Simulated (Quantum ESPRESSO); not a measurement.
**Ti under changes of volume**

One of the cells (17.676 Å³/atom); the others are scaled copies at fixed shape and fractional positions:

```
CELL_PARAMETERS angstrom
-1.64100 1.64100 1.64100
1.64100 -1.64100 1.64100
1.64100 1.64100 -1.64100
ATOMIC_POSITIONS crystal
Ti 0.00000 0.00000 0.00000
```

This isn't the form of Ti at room conditions, which is hcp.

| Quantity | Value |
| --- | --- |
| Program | Quantum ESPRESSO 7.5 |
| Functional | r2SCAN |
| Potentials or basis | SG15 PBE 1.2 |
| Cutoff | 952 eV |
| Density cutoff | 3810 eV |
| k mesh | 8 × 8 × 8 |
| Occupations | fermi-dirac, width 0.05 eV |
| Spin | no spin polarisation |

```tsv
volume (Å³/atom)	energy over the lowest point (meV/atom)	pressure (GPa)
16.616	6.09	4.1
16.969	?	?
17.323	0.00	-0.7
17.676	4.30	-2.8
18.030	12.99	-4.8
18.383	25.77	-6.6
18.737	42.35	-8.2
```

Q: What does the run at 16.969 Å³/atom give?

A: Energy over the lowest point 0.44 meV/atom; pressure 1.5 GPa.

Worked out: A Birch-Murnaghan fit of order 3 (a polynomial in V^(-2/3)) to the other rows has its minimum at 17.18 Å³/atom with B0 = V·E''(V) = 108 GPa (rough, since the energies scatter). It gives 0.48 meV/atom at 16.969 Å³/atom, against the run's 0.44, and -dE/dV = 1.4 GPa, against 1.5.

Energies are extrapolated to zero smearing.

Caveats: the potentials were made for another functional, which shifts forces and pressure.
